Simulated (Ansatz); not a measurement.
Runs of Ansatz 0.2.0 on InPd. It takes space group Pm-3m (No. 221, cubic). Conventional cell: a = 3.272 Å, b = 3.272 Å, c = 3.272 Å, α = 90.00°, β = 90.00°, γ = 90.00°. Around In (site symmetry m-3m) lie 8 Pd at 2.83 Å. Pd (site symmetry m-3m) is surrounded by 8 In at 2.83 Å. The cell comes from a database or a generator and needn't be the stable form of this composition.

```tsv
task	level	potentials or basis	cell	cutoff (eV)	basis error allowed	pressure (GPa)	V0 of scaled cells (Å³/atom)	relaxed volume (Å³/atom)	B0 (GPa)
equation of state	PBE	all-electron LAPW, scalar-relativistic	as given	-	0.0005 eV/atom	-	18.03	-	114
band structure	RPBE	all-electron LAPW, scalar-relativistic	as given	250	0.001 eV/atom	(c)	-	-	-
relaxation of cell and atoms	PBEsol	all-electron LAPW, scalar-relativistic	relaxed	-	0.001 eV/atom	0.0	-	17.11	-
band structure	LDA	all-electron LAPW, scalar-relativistic	as given	250	0.001 eV/atom	-7.0	-	-	-
band structure	revPBE	all-electron LAPW, scalar-relativistic	as given	250	0.001 eV/atom	(b)	-	-	-
equation of state	PBEsol	all-electron LAPW, scalar-relativistic	as given	-	0.0005 eV/atom	-	17.12	-	138
band structure	PBEsol	all-electron LAPW, inner shells corrected to Dirac's equation	as given	250	0.001 eV/atom	-3.0	-	-	-
band structure	PBE	all-electron LAPW, scalar-relativistic	as given	250	0.001 eV/atom	3.6	-	-	-
equation of state	LDA	all-electron LAPW, scalar-relativistic	as given	-	0.001 eV/atom	-	16.61	-	(a)
band structure	PBEsol	all-electron PAW datasets made for the crystal	as given	260	-	-3.0	-	-	-
relaxation of cell and atoms	PBEsol+D4	all-electron LAPW, scalar-relativistic	relaxed	-	0.001 eV/atom	0.0	-	16.81	-
relaxation of cell and atoms	PBEsol+D3(BJ)	all-electron LAPW, scalar-relativistic	relaxed	-	0.001 eV/atom	0.0	-	16.51	-
```

Alike in all rows: no spin polarisation; k mesh 8 × 8 × 8; smearing fermi-dirac 0.05 eV.

Estimate the missing entries.

(a) 156; (b) 6.1; (c) 7.1.

Not every run made on this cell is shown here.
